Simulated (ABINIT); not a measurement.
# InP (F-43m): third-order response, part 2 of 3

Aim: Raman and infrared lines of InP (F-43m).

ABINIT 10.8.3; DFT LDA, scalar-relativistic, plane waves, HGH norm-conserving pseudopotentials.

So far. Step 3 (Relaxing the cell and atoms): The volume changes by -6.7 % in this run and stands -6.7 % from the first cell. The relaxed cell has a = 5.727 Å (conventional setting).

The database entry behind the starting cell differs from later determinations by our own check (0.1 to 0.3 % short, probably kX units), so it need not match the best structure at ambient conditions.

## 6. Linear response at Γ

The derivative of the wavefunctions by k comes first, since the response to a field is built on it; then the field and the displacements that symmetry doesn't supply are solved at q = 0. By the 2n+1 theorem the first-order wavefunctions also give third derivatives: Raman tensors and the non-linear susceptibility.

It reads the wavefunctions written in step 4.

Contents of dfpt_gamma.abi:

```
ndtset 3

# common to the responses
getwfk_filepath "gso_WFK"
kptopt 2
nqpt 1
qpt 0.0 0.0 0.0
asr 0
chneut 0

# d/dk
rfelfd1 2
rfdir1 1 1 1
iscf1 -3
tolwfr1 1.0d-20

# displacements, field
rfphon2 1
rfatpol2 1 2
rfdir2 1 1 1
rfelfd2 3
getddk2 1
tolvrs2 1.0d-10
prepanl2 1
prtden2 1

# third order
optdriver3 5
getden_filepath3 "gso_DEN"
get1den3 2
get1wf3 2
getddk3 1
d3e_pert1_elfd3 1
d3e_pert1_phon3 1
d3e_pert1_atpol3 1 2
d3e_pert1_dir3 1 1 1
d3e_pert2_elfd3 1
d3e_pert2_dir3 1 1 1
d3e_pert3_elfd3 1
d3e_pert3_dir3 1 1 1
usepead3 1
tolvrs3 1.0d-10

# basis, mesh and filling
ecut 24.0
ixc 7
ngkpt 6 6 6
nshiftk 4
shiftk 
    0.5 0.5 0.5
    0.5 0.0 0.0
    0.0 0.5 0.0
    0.0 0.0 0.5
istwfk *1
occopt 1
nband 4
nstep 100
diemac 9.0
prtebands 0
prtgsr 0

# cell and atoms
acell 7.653106437 7.653106437 7.653106437
rprim 
    -0.7071067812 0.0 0.7071067812
    0.0 0.7071067812 0.7071067812
    -0.7071067812 0.7071067812 0.0
ntypat 2
znucl 49 15
natom 2
typat 1 2
xred 
    0.0 0.0 0.0
    0.25 0.25 0.25
pp_dirpath "./pseudo"
pseudos "In.hgh, P.hgh"
```

Started as:

```console
OMP_NUM_THREADS=1 mpirun -n 4 abinit dfpt_gamma.abi > dfpt_gamma.log
```

Numbers of over 12 decimals in the logs are rounded to 6 here.

dfpt_gamma.abo, the main output file:

```text
[banners, grids, parts of the stress and lines that vanish by symmetry left out]
- input  file    -> dfpt_gamma.abi
- output file    -> dfpt_gamma.abo
- root for input  files -> dfpt_gammai
[...]
DATASET    1 : space group F-4 3 m (#216); Bravais cF (face-center cubic)
[...]
nfft =       46656          nkpt =         432
[...]
DATASET    2 : space group F-4 3 m (#216); Bravais cF (face-center cubic)
[...]
nfft =       46656          nkpt =         432
[...]
DATASET    3 : space group F-4 3 m (#216); Bravais cF (face-center cubic)
[...]
mpw =        1810          nfft =       46656          nkpt =         432
[...]
== DATASET  1 ==================================================================
[...]
cutoff_energies: {ecut:  24.0, pawecutdg:  -1.0, }
[...]
Exchange-correlation functional for the present dataset will be:
  LDA: Perdew-Wang 92 LSD fit to Ceperley-Alder data - ixc=7
[...]
- 15.00000   5.00000     10605                znucl, zion, pspdat
[...]
Perturbation : derivative vs k along direction   1
[...]
-ETOT  1  -8.310077     -8.310E+00 4.611E-01 0.000E+00
 ETOT  2  -8.334380     -2.430E-02 1.039E-02 0.000E+00
 ETOT  3  -8.334610     -2.304E-04 2.491E-04 0.000E+00
 ETOT  4  -8.334616     -5.624E-06 1.027E-05 0.000E+00
 ETOT  5  -8.334616     -1.874E-07 3.225E-07 0.000E+00
[...]
At SCF step   16   max residual=  9.95E-21 < tolwfr=  1.00E-20 =>converged.
[...]
Perturbation : derivative vs k along direction   2
[...]
-ETOT  1  -8.310077     -8.310E+00 4.611E-01 0.000E+00
[...]
At SCF step   16   max residual=  9.95E-21 < tolwfr=  1.00E-20 =>converged.
[...]
Perturbation : derivative vs k along direction   3
[...]
-ETOT  1  -8.310077     -8.310E+00 4.611E-01 0.000E+00
[...]
At SCF step   16   max residual=  9.95E-21 < tolwfr=  1.00E-20 =>converged.
[...]
1        1       3.7118176361    0.0000000000
     1        2      -1.8559088181    0.0000000000
     1        3      -1.8559088181   -0.0000000000
     2        1      -1.8559088181    0.0000000000
     2        2       3.7118176361   -0.0000000000
     2        3       1.8559088181   -0.0000000000
     3        1      -1.8559088181   -0.0000000000
     3        2       1.8559088181   -0.0000000000
     3        3       3.7118176361    0.0000000000
[...]
== DATASET  2 ==================================================================
[...]
cutoff_energies: {ecut:  24.0, pawecutdg:  -1.0, }
[...]
Exchange-correlation functional for the present dataset will be:
  LDA: Perdew-Wang 92 LSD fit to Ceperley-Alder data - ixc=7
[...]
Perturbation : displacement of atom   1   along direction   1
[...]
-ETOT  1   5.997762     -2.736E+01 6.406E-02 3.387E+03
[...]
At SCF step    9       vres2   =  1.17E-11 < tolvrs=  1.00E-10 =>converged.
[...]
Perturbation : displacement of atom   2   along direction   1
[...]
-ETOT  1   53.358886316528     -1.410E+02 2.107E+00 1.275E+05
[...]
At SCF step   10       vres2   =  5.51E-12 < tolvrs=  1.00E-10 =>converged.
[...]
Perturbation : homogeneous electric field along direction   1
[...]
-ETOT  1  -210.48361778524     -2.105E+02 7.829E+01 2.765E+04
[...]
At SCF step   10       vres2   =  2.93E-11 < tolvrs=  1.00E-10 =>converged.
[...]
Perturbation : homogeneous electric field along direction   2
[...]
-ETOT  1  -210.48361778538     -2.105E+02 7.829E+01 2.765E+04
[...]
At SCF step   10       vres2   =  2.93E-11 < tolvrs=  1.00E-10 =>converged.
[...]
Perturbation : homogeneous electric field along direction   3
[...]
-ETOT  1  -210.48361778552     -2.105E+02 7.829E+01 2.765E+04
[...]
ETOT  9  -221.74242363722     -6.924E-11 6.458E-11 1.053E-09
 ETOT 10  -221.74242363723     -1.421E-12 4.339E-12 2.934E-11
 At SCF step   10       vres2   =  2.93E-11 < tolvrs=  1.00E-10 =>converged.
[...]
Dielectric tensor, in cartesian coordinates,
[...]
1    4   1    4         9.6953066197        -0.0000000000
   1    4   2    4        -0.0000000000        -0.0000000000
   1    4   3    4        -0.0000000000        -0.0000000000
   2    4   1    4        -0.0000000000        -0.0000000000
   2    4   2    4         9.6953066197        -0.0000000000
   2    4   3    4         0.0000000000        -0.0000000000
   3    4   1    4        -0.0000000000        -0.0000000000
   3    4   2    4         0.0000000000        -0.0000000000
   3    4   3    4         9.6953066197        -0.0000000000
  Effective charges, in cartesian coordinates,
[...]
1    1   1    4         2.3543375121         0.0000000000
   2    1   1    4        -0.0000000000         0.0000000000
   3    1   1    4         0.0000000000         0.0000000000
   1    2   1    4        -2.3612832240         0.0000000000
   2    2   1    4         0.0000000000         0.0000000000
[...]
Effective charges, in cartesian coordinates,
[...]
2    4   1    2         0.0000000000         0.0000000000
   3    4   1    2         0.0000000000         0.0000000000
   1    4   2    2        -0.0000000000         0.0000000000
   2    4   2    2        -2.3612832658         0.0000000000
   3    4   2    2         0.0000000000         0.0000000000
   1    4   3    2         0.0000000000         0.0000000000
   2    4   3    2         0.0000000000         0.0000000000
   3    4   3    2        -2.3612832658         0.0000000000
  Phonon wavevector (reduced coordinates) :  0.00000  0.00000  0.00000
 Phonon energies in Hartree :
[...]
Phonon frequencies in cm-1    :
-  7.518963E-01  7.518964E-01  7.518966E-01  3.115327E+02  3.115327E+02
-  3.115327E+02
  Phonon at Gamma, with non-analyticity in the
[...]
Phonon energies in Hartree :
[...]
Phonon frequencies in cm-1    :
-  7.518963E-01  7.518964E-01  7.702937E-01  3.115327E+02  3.115327E+02
-  3.488852E+02
  Phonon at Gamma, with non-analyticity in the
[...]
Phonon energies in Hartree :
[...]
Phonon frequencies in cm-1    :
-  7.518963E-01  7.518966E-01  7.702935E-01  3.115327E+02  3.115327E+02
-  3.488852E+02
  Phonon at Gamma, with non-analyticity in the
[...]
Phonon energies in Hartree :
[...]
Phonon frequencies in cm-1    :
-  7.518964E-01  7.518966E-01  7.702934E-01  3.115327E+02  3.115327E+02
-  3.488852E+02
[...]
== DATASET  3 ==================================================================
[...]
cutoff_energies: {ecut:  24.0, pawecutdg:  -1.0, }
[...]
Exchange-correlation functional for the present dataset will be:
  LDA: Perdew-Wang 92 LSD fit to Ceperley-Alder data - ixc=7
[...]
j1 : displacement of atom   1 along direction   1
[...]
j1 : displacement of atom   2 along direction   1
[...]
j2 : displacement of atom   1 along direction   1
[...]
j2 : displacement of atom   2 along direction   1
[...]
j2 : displacement of atom   1 along direction   1
[...]
j2 : displacement of atom   2 along direction   1
[...]
1          1        0.000000001       -0.000000001       -0.000000001
[...]
1          2       -0.000000000       -0.000000000        0.133392571
[...]
1          3       -0.000000000        0.133392571        0.000000001
[...]
2          1       -0.000000002        0.000000001        0.000000001
[...]
2          2        0.000000000       -0.000000000       -0.133055179
[...]
2          3       -0.000000000       -0.133055180       -0.000000001
[...]
strten2     0.0000000000E+00  0.0000000000E+00  0.0000000000E+00
           strten3     0.0000000000E+00  0.0000000000E+00  0.0000000000E+00
================================================================================
```

Wall time 2.9 min (4 MPI ranks of Arm Neoverse V2, shared host).

This step gave:

* miss of the charge sum rule: 0.006946 e
* largest acoustic frequency at the zone centre before the sum rule: 0.75 cm⁻¹
* highest optical zone-centre mode (no LO-TO term): 311.5 cm⁻¹
* lowest optical zone-centre mode: 311.5 cm⁻¹
* mean high-frequency dielectric constant: 9.695
* largest Born charge in size (third of the trace): 2.361 e

Born charge (rows field, columns displacement), before the sum rule (e), principal values of the symmetric part by kind of site:

| atom | atoms with these values | low | middle | high | mean |
| --- | --- | --- | --- | --- | --- |
| In1 | 1 | 2.35 | 2.35 | 2.35 | 2.35 |
| P2 | 1 | -2.36 | -2.36 | -2.36 | -2.36 |

In full for P2:

```
-2.36  0.00  0.00
 0.00 -2.36  0.00
 0.00  0.00 -2.36
```

High-frequency dielectric tensor:

```
9.70 0.00 0.00
0.00 9.70 0.00
0.00 0.00 9.70
```

The acoustic modes at Γ come out as far as 0.8 cm⁻¹ from zero, where they should vanish, a small numerical error; the Born charges miss their sum rule by 0.0069 e, which is good.

## 7. Zone-centre analysis

anaddb reads the merged derivatives, imposes the acoustic sum rule and charge neutrality, and adds the LO-TO term along chosen directions.

Contents of anaddb.abi:

```
ddb_filepath "gamma_DDB"
output_file "anaddb.abo"
outdata_prefix "anaddb"
asr 1
chneut 1
enunit 2
eivec 1
nph1l 1
qph1l 0.0 0.0 0.0 1.0
dieflag 1
nph2l 3
qph2l 
    1.0 0.0 0.0 0.0
    0.0 0.0 1.0 0.0
    1.0 1.0 1.0 0.0
nlflag 1
ramansr 1
alphon 1
prtmbm 1
```

Contents of mrgddb.in:

```
gamma_DDB
merged
3
dfpt_gammao_DS2_DDB
dfpt_gammao_DS3_DDB
gso_DDB
```

Started as:

```console
mrgddb < mrgddb.in > mrgddb.log
OMP_NUM_THREADS=1 anaddb anaddb.abi > anaddb.log
```

anaddb.abo, the main output file:

```text
[banners, grids, parts of the stress and lines that vanish by symmetry left out]
-outvars_anaddb: echo values of input variables ----------------------

 Flags :
[...]
Dielectric Tensor and Effective Charges
[...]
Effective charge tensors after
[...]
1          1        0.000000001       -0.000000001       -0.000000001
[...]
1          2       -0.000000000        0.000000000        0.133223875
[...]
1          3       -0.000000000        0.133223876        0.000000001
[...]
2          1       -0.000000001        0.000000001        0.000000001
[...]
2          2       -0.000000000       -0.000000000       -0.133223875
[...]
2          3       -0.000000000       -0.133223876       -0.000000001
[...]
Phonon wavevector (reduced coordinates) :  0.00000  0.00000  0.00000
 Phonon energies in Hartree :
[...]
Phonon energies in meV     :
-  0.000000E+00  0.000000E+00  0.000000E+00  3.862472E+01  3.862472E+01
-  3.862472E+01
 Phonon frequencies in cm-1    :
-  0.000000E+00  0.000000E+00  0.000000E+00  3.115294E+02  3.115294E+02
-  3.115294E+02
 Phonon frequencies in Thz     :
-  0.000000E+00  0.000000E+00  0.000000E+00  9.339417E+00  9.339417E+00
-  9.339417E+00
 Phonon energies in Kelvin  :
-  0.000000E+00  0.000000E+00  0.000000E+00  4.482213E+02  4.482213E+02
-  4.482213E+02
[...]
-  1  0.00000000E+00  0.00000000E+00  1.93977104E-03
-     0.00000000E+00  0.00000000E+00  0.00000000E+00
-  2  0.00000000E+00  0.00000000E+00  1.93977116E-03
-     0.00000000E+00  0.00000000E+00  0.00000000E+00
[...]
-  1  0.00000000E+00  1.93977104E-03  0.00000000E+00
-     0.00000000E+00  0.00000000E+00  0.00000000E+00
-  2  0.00000000E+00  1.93977116E-03  0.00000000E+00
-     0.00000000E+00  0.00000000E+00  0.00000000E+00
[...]
-  1  1.93977104E-03  0.00000000E+00  0.00000000E+00
-     0.00000000E+00  0.00000000E+00  0.00000000E+00
-  2  1.93977116E-03  0.00000000E+00  0.00000000E+00
-     0.00000000E+00  0.00000000E+00  0.00000000E+00
[...]
-  1  0.00000000E+00 -1.45485733E-07 -1.00748526E-03
-     0.00000000E+00  0.00000000E+00  0.00000000E+00
-  2 -1.09074490E-07  5.39316819E-07  3.73475623E-03
-     0.00000000E+00  0.00000000E+00  0.00000000E+00
[...]
-  1  0.00000000E+00  1.00748526E-03 -1.45485057E-07
-     0.00000000E+00  0.00000000E+00  0.00000000E+00
-  2  0.00000000E+00 -3.73475623E-03  5.39314315E-07
-     0.00000000E+00  0.00000000E+00  0.00000000E+00
[...]
-  1  1.00748527E-03  0.00000000E+00  0.00000000E+00
-     0.00000000E+00  0.00000000E+00  0.00000000E+00
-  2 -3.73475627E-03  0.00000000E+00 -1.09086870E-07
-     0.00000000E+00  0.00000000E+00  0.00000000E+00
[...]
-     1         -0.000000     0.000000    -0.000000     0.000000
-     2         -0.000000    -0.000000     0.000000     0.000000
-     3         -0.000000     0.000000    -0.000000     0.000000
-     4          0.000000    -0.000000    -2.890526     2.890526
-     5         -0.000000     2.890526    -0.000000     2.890526
-     6          2.890526    -0.000000     0.000000     2.890526
[...]
-   1     Real    0.0000E+00  0.0000E+00  0.0000E+00  0.0000E+00  0.0000E+00  0.0000E+00  0.0000E+00
[...]
-   2     Real    0.0000E+00  0.0000E+00  0.0000E+00  0.0000E+00  0.0000E+00  0.0000E+00  0.0000E+00
[...]
-   3     Real    0.0000E+00  0.0000E+00  0.0000E+00  0.0000E+00  0.0000E+00  0.0000E+00  0.0000E+00
[...]
-   4     Real    0.0000E+00  0.0000E+00  1.2502E-04  0.0000E+00  0.0000E+00  0.0000E+00  1.2502E-04
[...]
-   5     Real    0.0000E+00  1.2502E-04  0.0000E+00  0.0000E+00  0.0000E+00  0.0000E+00  1.2502E-04
[...]
-   6     Real    1.2502E-04  0.0000E+00  0.0000E+00  0.0000E+00  0.0000E+00  0.0000E+00  1.2502E-04
[...]
-        -0.000000000      -0.000000000      -0.000000000
-        -0.000000000       0.000000000       0.000000000
[...]
Phonon at Gamma, with non-analyticity in the
[...]
Phonon energies in Hartree :
[...]
Phonon energies in meV     :
-  0.000000E+00  0.000000E+00  0.000000E+00  3.862472E+01  3.862472E+01
-  4.324848E+01
 Phonon frequencies in cm-1    :
-  0.000000E+00  0.000000E+00  0.000000E+00  3.115294E+02  3.115294E+02
-  3.488225E+02
 Phonon frequencies in Thz     :
-  0.000000E+00  0.000000E+00  0.000000E+00  9.339417E+00  9.339417E+00
-  1.045744E+01
 Phonon energies in Kelvin  :
-  0.000000E+00  0.000000E+00  0.000000E+00  4.482213E+02  4.482213E+02
-  5.018777E+02
[...]
-  1  0.00000000E+00  0.00000000E+00  1.93977104E-03
[...]
-  2  0.00000000E+00  0.00000000E+00  1.93977116E-03
[...]
Phonon at Gamma, with non-analyticity in the
[...]
Phonon energies in Hartree :
[...]
Phonon energies in meV     :
-  0.000000E+00  0.000000E+00  0.000000E+00  3.862472E+01  3.862472E+01
-  4.324848E+01
 Phonon frequencies in cm-1    :
-  0.000000E+00  0.000000E+00  0.000000E+00  3.115294E+02  3.115294E+02
-  3.488225E+02
 Phonon frequencies in Thz     :
-  0.000000E+00  0.000000E+00  0.000000E+00  9.339417E+00  9.339417E+00
-  1.045744E+01
 Phonon energies in Kelvin  :
-  0.000000E+00  0.000000E+00  0.000000E+00  4.482213E+02  4.482213E+02
-  5.018777E+02
[...]
Phonon at Gamma, with non-analyticity in the
[...]
Phonon energies in Hartree :
[...]
Phonon energies in meV     :
-  0.000000E+00  0.000000E+00  0.000000E+00  3.862472E+01  3.862472E+01
-  4.324848E+01
 Phonon frequencies in cm-1    :
-  0.000000E+00  0.000000E+00  0.000000E+00  3.115294E+02  3.115294E+02
-  3.488225E+02
 Phonon frequencies in Thz     :
-  0.000000E+00  0.000000E+00  0.000000E+00  9.339417E+00  9.339417E+00
-  1.045744E+01
 Phonon energies in Kelvin  :
-  0.000000E+00  0.000000E+00  0.000000E+00  4.482213E+02  4.482213E+02
-  5.018777E+02
[...]
-  1  0.00000000E+00 -1.93977103E-03 -2.28535692E-07
[...]
-  2  0.00000000E+00 -1.93977114E-03 -2.28527717E-07
[...]
-  1  1.93977105E-03  0.00000000E+00  0.00000000E+00
[...]
-  2  1.93977116E-03  0.00000000E+00  0.00000000E+00
[...]
-  1  1.41081564E-04  6.31303417E-04 -7.72384982E-04
[...]
-  2 -5.22990530E-04 -2.34024701E-03  2.86323754E-03
[...]
-  1  8.10419875E-04 -5.27390156E-04 -2.83029719E-04
[...]
-  2 -3.00423321E-03  1.95503969E-03  1.04919352E-03
[...]
-        -0.000000000       0.000000000      -0.000000000
-        -0.000000000      -0.000000000       0.000000000
[...]
-         0.000000000      -0.008623032       0.007047974
-        -0.008623032      -0.000000000       0.001575058
-         0.007047974       0.001575058       0.000000000
[...]
-         0.000000000      -0.003159790      -0.005887870
-        -0.003159790       0.000000000       0.009047659
-        -0.005887870       0.009047659       0.000000000
[...]
Direction                     Dielectric constant
[...]
0.00000   0.00000   1.00000     12.15548869
   1.00000   1.00000   1.00000     12.15548869
-
```

Wall time 0.69 s (1 thread).

This step gave:

```
mean static dielectric constant      : 12.16
highest mode moved by the LO-TO term : 348.8 cm⁻¹
```

No LO-TO term; unit eigenvectors of the mass-weighted matrix, from anaddb's displacements. The modes at Γ (shares of kinetic energy by element, %):

| mode | frequency (cm⁻¹) | symmetry | In % | P % |
| --- | --- | --- | --- | --- |
| 1 | 0.0 | acoustic | 79 | 21 |
| 2 | 0.0 | acoustic | 79 | 21 |
| 3 | 0.0 | acoustic | 79 | 21 |
| 4 | 311.5 | T2 | 21 | 79 |
| 5 | 311.5 | T2 | 21 | 79 |
| 6 | 311.5 | T2 | 21 | 79 |

Displacements in mode 4 (311.5 cm⁻¹), the largest set to 1:
```
In1  0.00  0.00 -0.27
P2   0.00  0.00  1.00
```

Trace of the oscillator strength, degenerate modes summed. Infrared lines, with heights relative to the strongest:

| position (cm⁻¹) | lines merged | IR intensity, relative |
| --- | --- | --- |
| 312 | 3 | 100 |

From anaddb's Raman susceptibilities, degenerate modes summed; transverse modes, the longitudinal lines of polar modes are not listed. Raman lines, with heights relative to the strongest:

| position (cm⁻¹) | lines merged | Raman activity (Å⁴/amu), powder, relative |
| --- | --- | --- |
| 312 | 3 | 100 |

Static dielectric tensor (ions relaxed, fixed cell):

```
12.16  0.00  0.00
 0.00 12.16  0.00
 0.00  0.00 12.16
```

Non-linear optical d (pm/V). Tensor:

| field along | xx | yy | zz | yz | xz | xy |
| --- | --- | --- | --- | --- | --- | --- |
| x | 0 | 0 | 0 | -46.19 | 0 | 0 |
| y | 0 | 0 | 0 | 0 | -46.19 | 0 |
| z | 0 | 0 | 0 | 0 | 0 | -46.19 |

The rule moves no optical mode by more than 0.1 cm⁻¹.

(Part 2 of 3 ends here.)

[Host names and launcher messages were left out of these logs when they were recorded.]

[Logs are printed without paths, hosts, clocks, repeated set-up lines and the standing remarks that a program may print on its own settings, such as how far it seeks lower states.]

[Hosts, paths, dates, database ids (printed as entryN), source tags and the programs' standing remarks are cut or masked in the printed files.]
